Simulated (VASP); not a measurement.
# C (P6_3/mmc) in VASP: notebook, part 2 of 2

VASP 6.6.1. Earlier steps stand in the parts before.

**3. Single point, PBE+D3(BJ)**

INCAR reads:

```
SYSTEM = C
  ALGO = Fast
  EDIFF = 1E-7
  ENCUT = 450
  GGA = PE
  ISIF = 2
  ISMEAR = 0
  IVDW = 12
  LASPH = .TRUE.
  LCHARG = .FALSE.
  LREAL = .FALSE.
  LWAVE = .FALSE.
  NELM = 80
  PREC = Accurate
  SIGMA = 0.02
```

KPOINTS reads:

```
k-points
0
G
  12 12 4
  0 0 0
```

POSCAR reads:

```
C
1.0
    2.4560000000      0.0000000000      0.0000000000
   -1.2280000000      2.1269583900      0.0000000000
    0.0000000000      0.0000000000      6.6960000000
C
4
Direct
    0.0000000000      0.0000000000      0.7500000000
    0.0000000000      0.0000000000      0.2500000000
    0.3333333300      0.6666666700      0.7500000000
    0.6666666700      0.3333333300      0.2500000000
```

Potentials or basis: VASP PAW PBE potentials, release 64 (C).

The run is started by

```sh
cat potpaw_PBE.64/C/POTCAR > POTCAR
mpirun -np 1 vasp_std > vasp.out
```

OUTCAR:

```text
SYSTEM = C
   EDIFF = 1E-7
   ENCUT = 450
   GGA = PE
   ISIF = 2
   ISMEAR = 0
   IVDW = 12
   LASPH = .TRUE.
   LREAL = .FALSE.
   NELM = 80
   PREC = Accurate
 IVDW          = 12

 ion  position               nearest neighbor table
   1  0.000  0.000  0.750-   3 1.42   3 1.42   3 1.42
   2  0.000  0.000  0.250-   4 1.42   4 1.42   4 1.42
   3  0.333  0.667  0.750-   1 1.42   1 1.42   1 1.42
   4  0.667  0.333  0.250-   2 1.42   2 1.42   2 1.42

  LATTYP: Found a hexagonal cell.
 ALAT       =     2.4560000000
 C/A-ratio  =     2.7263843648

  Lattice vectors:

 A1 = (   2.4560000000,   0.0000000000,   0.0000000000)
 A2 = (  -1.2280000000,   2.1269583900,   0.0000000000)
 A3 = (   0.0000000000,   0.0000000000,   6.6960000000)

Analysis of symmetry for initial positions (statically):
=====================================================================
 Subroutine PRICEL returns:
 Original cell was already a primitive cell.

 Routine SETGRP: Setting up the symmetry group for a
 hexagonal supercell.

 Subroutine GETGRP returns: Found 24 space group operations
 (whereof 12 operations were pure point group operations)
 out of a pool of 24 trial point group operations.

The static configuration has the point symmetry D_3d.
 The point group associated with its full space group is D_6h.

Analysis of symmetry for dynamics (positions and initial velocities):
=====================================================================
 Subroutine PRICEL returns:
 Original cell was already a primitive cell.

 Routine SETGRP: Setting up the symmetry group for a
 hexagonal supercell.

 Subroutine GETGRP returns: Found 24 space group operations
 (whereof 12 operations were pure point group operations)
 out of a pool of 24 trial point group operations.

The dynamic configuration has the point symmetry D_3d.
 The point group associated with its full space group is D_6h.

 Subroutine INISYM returns: Found 24 space group operations
[... 134 lines left out ...]
 Gauss-broadening in eV      SIGMA  =   0.02
  energy-cutoff  :      450.00
  volume of cell :       34.98
 maximum number of plane-waves:       785
 NGX is ok and might be reduce to    18
   NGX =  9   NGY =  9   NGZ = 23

 number of electron      15.9999995 magnetization

 Free energy of the ion-electron system (eV)
  ---------------------------------------------------
  ext. energy  EPLUGINS =         0.00000000
  ---------------------------------------------------
  free energy    TOTEN  =       -36.83868820 eV

  energy without entropy =      -36.83837823  energy(sigma->0) =      -36.83853321

 E-fermi :   4.7567     XC(G=0): -10.3601

 val. band max:        4.7554810441   @ k =   0.3333   0.3333   0.5000
 cond. band min:       4.7571314979   @ k =   0.3333   0.3333   0.2500
 fundamental gap:      0.0016504538
 Fermi energy:         4.7567429708

 k-point     1 :       0.0000    0.0000    0.0000
  band No.  band energies     occupation
      1     -14.9804      2.00000
      2     -14.6770      2.00000
      3      -3.8318      2.00000
      4      -1.8519      2.00000
      5       1.7482      2.00000
      6       1.7482      2.00000
      7       1.7671      2.00000
      8       1.7671      2.00000
      9       9.0233      0.00000
     10      13.1603      0.00000
     11      13.1900      0.00000
     12      13.2145      0.00000
[... 331 lines left out ...]
 k-point    24 :       0.3333   -0.0000    0.2500
  band No.  band energies     occupation
      1     -12.3164      2.00000
      2     -12.1357      2.00000
      3      -4.9251      2.00000
      4      -4.8298      2.00000
      5      -1.0358      2.00000
      6      -0.9988      2.00000
      7      -0.4789      2.00000
      8       0.7161      2.00000
      9       9.4128      0.00000
     10      10.0642      0.00000
     11      12.4386      0.00000
     12      12.6044      0.00000

 [... further k-points ...]

------------------------ aborting loop because EDIFF is reached ----------------------------------------

 Edisp (eV)   -0.62732

 E8    (eV) :    -0.1778

  FORCE on cell =-STRESS in cart. coord.  units (eV):
  Direction    XX          YY          ZZ          XY          YZ          ZX
  --------------------------------------------------------------------------------------
  -------------------------------------------------------------------------------------
  Total       1.15481     1.15481    -0.09256     0.00000     0.00000     0.00000
  in kB      52.89566    52.89566    -4.23956     0.00000     0.00000     0.00000
  external pressure =       33.85 kB  Pullay stress =        0.00 kB

 VOLUME and BASIS-vectors are now :
 -----------------------------------------------------------------------------
  energy-cutoff  :      450.00
  volume of cell :       34.98
      direct lattice vectors                 reciprocal lattice vectors
     2.456000000  0.000000000  0.000000000     0.407166124  0.235077471  0.000000000
    -1.228000000  2.126958390  0.000000000     0.000000000  0.470154943  0.000000000
     0.000000000  0.000000000  6.696000000     0.000000000  0.000000000  0.149342891

 POSITION                                       TOTAL-FORCE (eV/Angst)
 -----------------------------------------------------------------------------------
      0.00000      0.00000      5.02200        -0.000000      0.000000      0.000000
      0.00000      0.00000      1.67400         0.000000     -0.000000     -0.000000
     -0.00000      1.41797      5.02200        -0.000000     -0.000000      0.000000
      1.22800      0.70899      1.67400         0.000000      0.000000     -0.000000
 -----------------------------------------------------------------------------------
    total drift:                               -0.000000      0.000000     -0.000000

  FREE ENERGIE OF THE ION-ELECTRON SYSTEM (eV)
  ---------------------------------------------------
  free  energy   TOTEN  =       -37.4660118635 eV

  energy  without entropy=      -37.4657018916  energy(sigma->0) =      -37.46585688
```

Wall time 16 s (1 thread of Intel Xeon 6975P-C (Granite Rapids), shared host); peak memory 0.15 GiB.

What came out:

```
Free energy                : -37.4660 eV
Band gap on the k mesh     : none (metal or under the smearing width)
Dispersion energy per atom : -0.157 eV
```

Levels at points of the mesh, in eV from the Fermi level:
```tsv
k point	band 5	band 6	band 7	band 8	band 9	band 10	band 11	band 12
(0.00, 0.00, 0.00)	-3.01	-3.01	-2.99	-2.99	4.27	8.40	8.43	8.46
(0.50, 0.00, 0.00)	-6.44	-6.39	-2.79	-2.09	1.52	2.20	7.32	7.72
(0.00, 0.00, 0.50)	-3.00	-3.00	-3.00	-3.00	8.42	8.43	8.43	8.43
(0.50, 0.00, 0.50)	-6.42	-6.42	-2.37	-2.37	1.66	1.66	7.51	7.51
```

Caveat: the cutoff is under 1.25 times the usual one of these potentials, so pressure, stress and relaxed cells hold a basis-set (Pulay) error.
